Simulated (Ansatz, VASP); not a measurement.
## Re: VASP beside Ansatz

Contents of INCAR:

```
ALGO = Fast
EDIFF = 1E-6
ENCUT = 520
GGA = PE
ISIF = 2
ISMEAR = 0
LASPH = True
LCHARG = False
LREAL = False
LWAVE = False
NBANDS = 10
NELM = 100
PREC = Accurate
SIGMA = 0.15
```

Contents of KPOINTS:

```
k-points
0
Gamma
  20 20 20
```

Contents of POSCAR:

```
Re
1.0
    0.0000000000      1.9355000000      1.9750000000
    1.9750000000      0.0000000000      1.9750000000
    1.9750000000      1.9355000000      0.0000000000
Re
1
Direct
    0.0000000000      0.0000000000      0.0000000000
```

Input for Ansatz:

```yaml
crystal:
  lattice:
    - [0.0, 1.9355, 1.975]
    - [1.975, 0.0, 1.975]
    - [1.975, 1.9355, 0.0]
  atoms:
    - { symbol: Re, position: [0.0, 0.0, 0.0] }
basis:
  ecutwfc: 420
kpoints:
  mp_grid: { grid: [20, 20, 20] }
hamiltonian:
  xc: pbe
scf:
  occupations: { method: gaussian, width: 0.15 }
output:
  forces: true
  stress: true
  eigenvalues: true
```

Change from the starting cell: strain -0.0200 x Voigt [0, 1, 0, 0, 0, 0], atoms carried along.

Alike in both runs: task single point; functional PBE; k mesh 20 × 20 × 20; occupations gaussian, width 0.15 eV; no spin polarisation.

```csv
,VASP,Ansatz
version,VASP 6.6.1,Ansatz 0.2.0
potentials or method,"VASP PAW PBE potentials, release 64 (Re)","scalar-relativistic, plane waves, PAW"
plane-wave cutoff (eV),520,420
valence electrons in the cell,7,15
```

|  | VASP | Ansatz | Ansatz less VASP |
| --- | --- | --- | --- |
| gap on the k mesh at the Fermi level (eV) | none | none | - |
| pressure (GPa) | -3.0 | -2.3 | +0.65 |
| largest component of the traceless stress (GPa) | 3.69 | 3.71 | +0.025 |

A gap of «none» marks a metal or a gap that the smearing closes. The functional is the same, so the differences come from potentials, cutoffs and numerics. The two sets of potentials don't hold the same shells in valence.

The runs have no spin-orbit coupling, so splittings on Re are missing.
